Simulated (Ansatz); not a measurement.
MoS2 (P-6m2), a vibration from a frozen displacement

Theory: DFT PBE+D3(BJ), scalar-relativistic, plane waves, PAW in Ansatz 0.2.0. The runs took a 420 eV cutoff, a Γ-centred 6×6×4 mesh and Gaussian smearing (0.05 eV). No spin polarisation. Energies are free energies at this smearing, counted from the undisturbed cell; pressure is positive in compression.

Zero of the scan (relaxed at this level; this form isn't the usual structure):

```
Mo S
1.0
     6.29945    0.00000    0.00000
    -3.14972    5.45548    0.00000
     0.00000    0.00000    6.64754
Mo S
4 8
Cartesian
  1.5749 2.7277 0.0000
  0.0000 5.4555 0.0000
  4.7246 2.7277 0.0000
  3.1497 5.4555 0.0000
  0.0000 1.8185 1.5666
  -1.5749 4.5462 1.5666
  3.1497 1.8185 1.5666
  1.5749 4.5462 1.5666
  0.0000 1.8185 5.0809
  -1.5749 4.5462 5.0809
  3.1497 1.8185 5.0809
  1.5749 4.5462 5.0809
```

Atom 1 (Mo) is moved by x along the Cartesian unit vector (-0.656, -0.379, 0.653); the cell and all other atoms stay fixed. The cell's volume is 228.45 Å³; the moved atoms weigh 95.950 u together and the others 544.330 u.

| x (Å) | ΔE (meV/cell) | total force on the moved atoms along the move (eV/Å) | pressure (GPa) |
| --- | --- | --- | --- |
| -0.3000 | 1157.91 | 7.6730 | 1.8758 |
| -0.2250 | 653.22 | 5.7809 | 1.0602 |
| -0.1500 | 291.25 | 3.8694 | 0.4712 |
| -0.0750 | 73.12 | 1.9450 | 0.1139 |
| 0.0000 | 0.00 | 0.0000 | -0.0068 |
| 0.0750 | 74.26 | -1.9911 | 0.1165 |
| 0.1500 | 300.99 | -4.0761 | 0.4931 |
| 0.2250 | 689.82 | -6.3284 | 1.1373 |
| 0.2625 | 949.78 | -7.5487 | 1.5653 |
| 0.3000 | 1257.02 | -8.8528 | 2.0680 |

What frequency belongs to this motion?

The force constant is k = −dF/dx = 26.241 eV/Å², from the parabola through x = -0.0750, 0 and 0.0750. In every cell the moved atoms swing against the rest, so the mass is μ = m₁m₂/(m₁ + m₂) = 81.571 u, and ν̃ = 521.5 cm⁻¹ × √(|k|/μ) = 296 cm⁻¹. The pattern needn't be a normal mode: ν̃² is then a weighted mean of the squared nonzero frequencies at the zone centre of this cell, taken without macroscopic field, so it lies between the lowest and the highest of them.

How far does the harmonic law reach?

At x = -0.300 Å, kx²/2 = 1180.84 meV against the computed 1157.91 meV (-1.9 %): the well is still close to harmonic there.

Cost: 10 runs of about 2.7 core-minutes in all, on AMD EPYC 9R45 (Zen 5) (shared hosts).